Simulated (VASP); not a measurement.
Set up this calculation in VASP 6.6.1, as the native input.

```yaml
Task: single point
Functional: r2SCAN
Potentials_or_basis: VASP PAW PBE potentials, release 64 (Bi_d)
Cutoff: 520 eV
k_mesh: 16 × 16 × 16
Occupations: gaussian, width 0.1 eV
Spin: no spin polarisation
Dipole_correction: no
Further_INCAR_settings: ALGO = Normal; EDIFF = 1e-07; NBANDS = 14
```

Crystal: Bi.

```
CELL_PARAMETERS angstrom
-1.98055 1.98055 1.98055
1.98055 -1.98055 1.98055
1.98055 1.98055 -1.98055
ATOMIC_POSITIONS crystal
Bi 0.00000 0.00000 0.00000
```

This isn't the form of Bi at room conditions, which is rhombohedral.

The cell isn't the ideal one: relaxed again under DFT r2SCAN, scalar-relativistic, plane waves, PAW.

These files were run (other wordings do the same):

POSCAR

```
Bi
1.0
   -1.9805548774      1.9805548774      1.9805548774
    1.9805548774     -1.9805548774      1.9805548774
    1.9805548774      1.9805548774     -1.9805548774
Bi
1
Direct
    0.0000000000      0.0000000000      0.0000000000
```

INCAR.step1

```
ALGO     = Normal         # electronic algorithm
EDIFF    = 1E-4           # SCF threshold, eV
ENCUT    = 520            # plane-wave cutoff, eV
GGA      = PE             # functional
ISMEAR   = 0              # smearing method
LASPH    = T              # aspherical terms in the spheres
LCHARG   = F              # write CHGCAR
LREAL    = F              # projectors in reciprocal space
LWAVE    = T              # write WAVECAR
NBANDS   = 14             # bands
NELM     = 100            # most SCF steps
PREC     = Accurate       # precision mode
SIGMA    = 0.1            # smearing width, eV
```

INCAR.step2

```
ALGO     = Normal         # electronic algorithm
EDIFF    = 1E-7           # SCF threshold, eV
ENCUT    = 520            # plane-wave cutoff, eV
ISIF     = 2              # what is computed and relaxed
ISMEAR   = 0              # smearing method
ISTART   = 1            
LASPH    = T              # aspherical terms in the spheres
LCHARG   = F              # write CHGCAR
LMIXTAU  = T            
LREAL    = F              # projectors in reciprocal space
LWAVE    = F              # write WAVECAR
METAGGA  = R2SCAN         # meta-GGA
NBANDS   = 14             # bands
NELM     = 100            # most SCF steps
PREC     = Accurate       # precision mode
SIGMA    = 0.1            # smearing width, eV
```

KPOINTS

```
k-points
0
Gamma
  16 16 16
```

Potentials or basis: VASP PAW PBE potentials, release 64 (Bi_d).

Run with:

```console
$ cat potpaw_PBE.64/Bi_d/POTCAR > POTCAR
$ cp INCAR.step1 INCAR
$ mpirun -np 1 vasp_std > vasp.out
$ cp INCAR.step2 INCAR
$ mpirun -np 1 vasp_std > vasp.out
```

Results of the run:

- Pressure: 0.0 GPa
- Band gap on the k mesh: none (metal or under the smearing width)

Caveat: the PAW data sets were made with another functional, which shifts forces and pressure a little; spin-orbit coupling is left out, which moves the levels of the heavy elements.

Run time: 110 s on 1 thread of Intel(R) Xeon(R) 6975P-C (Granite Rapids), on a shared host, peak memory 0.2 GiB.
